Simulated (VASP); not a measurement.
# SrO in VASP 6.6.1, single-point calculation

INCAR

```
SIGMA = 0.02
NBANDS = 15
LASPH = .TRUE.
PREC = Accurate
IBRION = -1
ISMEAR = -1
NSW = 0
LWAVE = .FALSE.
METAGGA = RSCAN
EDIFF = 1E-7
NELM = 120
ENCUT = 520
ISIF = 2
LCHARG = .FALSE.
LREAL = .TRUE.
AMIX = 0.05
```

KPOINTS

```
KPOINTS created by Atomic Simulation Environment
0
Gamma
8 8 8
0 0 0
```

POSCAR

```
Sr O
 1.0000000000000000
     0.0000000000000000    2.6830880188999999    2.5299257842000000
     2.6830880188999999    0.0000000000000000    2.5299257842000000
     2.6830880188999999    2.6830880188999999    0.0000000000000000
 Sr  O
   1   1
Cartesian
  0.0000000000000000  0.0000000000000000  0.0000000000000000
  2.6830880188999999  2.6830880188999999  2.5299257842000000
```

The recommended PBE PAW datasets give the neutral cell 16 valence electrons.

Command

```
mpirun -np 1 vasp_std
```

Q: How does this run end, and what does it give?

A: It converged. Results: gap between bands v and c on the k mesh 3.47 eV; least direct gap on the k mesh 3.80 eV; pressure -17.1 GPa. Band v is the last that the valence electrons fill when counted band by band, and c is the next.

OSZICAR

```
N       E                     dE             d eps       ncg     rms          rms(c)
DAV:   1     0.365144870437E+02    0.36514E+02   -0.84440E+03  1770   0.105E+03
DAV:   2    -0.434037412706E+02   -0.79918E+02   -0.73068E+02  2387   0.221E+02
DAV:   3    -0.468318710635E+02   -0.34281E+01   -0.34034E+01  2402   0.412E+01
DAV:   4    -0.468985419797E+02   -0.66671E-01   -0.66659E-01  2052   0.586E+00
DAV:   5    -0.469002116309E+02   -0.16697E-02   -0.16696E-02  2258   0.778E-01    0.142E+01
DAV:   6    -0.407598200311E+02    0.61404E+01   -0.97381E-01  2676   0.646E+00    0.132E+01
DAV:   7    -0.391904077642E+02    0.15694E+01   -0.19651E+00  1924   0.105E+01    0.129E+01
DAV:   8    -0.393956762036E+02   -0.20527E+00   -0.20397E+00  1980   0.111E+01    0.160E+01
DAV:   9    -0.395885285751E+02   -0.19285E+00   -0.14053E-01  2183   0.315E+00    0.172E+01
DAV:  10    -0.393725076232E+02    0.21602E+00   -0.12828E-01  1791   0.339E+00    0.900E+00
DAV:  11    -0.392030591174E+02    0.16945E+00   -0.41759E-01  1917   0.551E+00    0.937E-01
DAV:  12    -0.391990488353E+02    0.40103E-02   -0.26593E-02  2155   0.122E+00    0.796E-01
DAV:  13    -0.391999566035E+02   -0.90777E-03   -0.97751E-04  2141   0.258E-01    0.772E-01
DAV:  14    -0.392013615478E+02   -0.14049E-02   -0.57848E-03  2414   0.850E-01    0.276E-01
DAV:  15    -0.392015354154E+02   -0.17387E-03   -0.89108E-04  1882   0.258E-01    0.358E-01
DAV:  16    -0.392007760506E+02    0.75936E-03   -0.12280E-03  1924   0.324E-01    0.167E-01
DAV:  17    -0.392007165884E+02    0.59462E-04   -0.17722E-04  2127   0.105E-01    0.842E-02
DAV:  18    -0.392007095804E+02    0.70080E-05   -0.29750E-06  2481   0.163E-02    0.740E-02
DAV:  19    -0.392006933706E+02    0.16210E-04   -0.47310E-05  1875   0.566E-02    0.454E-02
DAV:  20    -0.392006895778E+02    0.37929E-05   -0.43873E-06  1840   0.191E-02    0.798E-03
DAV:  21    -0.392006891959E+02    0.38185E-06   -0.19529E-07  2125   0.394E-03    0.612E-03
DAV:  22    -0.392006892080E+02   -0.12059E-07   -0.55109E-09   920   0.579E-04
   1 F= -.39200689E+02 E0= -.39200689E+02  d E =-.108055E-11
```

For comparison, a separate PBE run of the intended cell, on usual settings and not on those above, gives a gap of 3.03 eV on its mesh and a pressure of -1.9 GPa.
